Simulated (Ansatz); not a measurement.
Ti in several cubic structure types, each at its own equilibrium volume.

Computed with PBE, plane waves, PAW datasets (generated soft set 1) (Ansatz 0.2.0 development build).

Settings: cutoff 420 eV; no spin polarisation; Fermi–Dirac smearing of 0.0612 eV; k-meshes 47³ (bcc), 33³ (diamond), 46³ (fcc), 41³ (simple cubic).

Task: Rank the structures by energy per atom, lowest first.
A. simple cubic
B. diamond
C. bcc
D. fcc

Result: D (0.0 meV/atom), C (49 meV/atom), A (776 meV/atom), B (2287 meV/atom).

Task: Give the equilibrium volume and bulk modulus of each.

Result: 
| structure | V₀ (Å³/atom) | B₀ (GPa) |
| --- | --- | --- |
| bcc | 17.26 | 106 |
| diamond | 22.93 | 34 |
| fcc | 17.39 | 107 |
| simple cubic | 18.42 | 78 |

Only these cubic types are compared here; the real ground state can be another structure or magnetic.

Model structures, not the usual forms at ambient conditions (metastable or hypothetical): Ti (bcc type), Ti (diamond type), Ti (fcc type), Ti (simple cubic type). Spin polarisation is left out, and a magnetic state may lie lower.
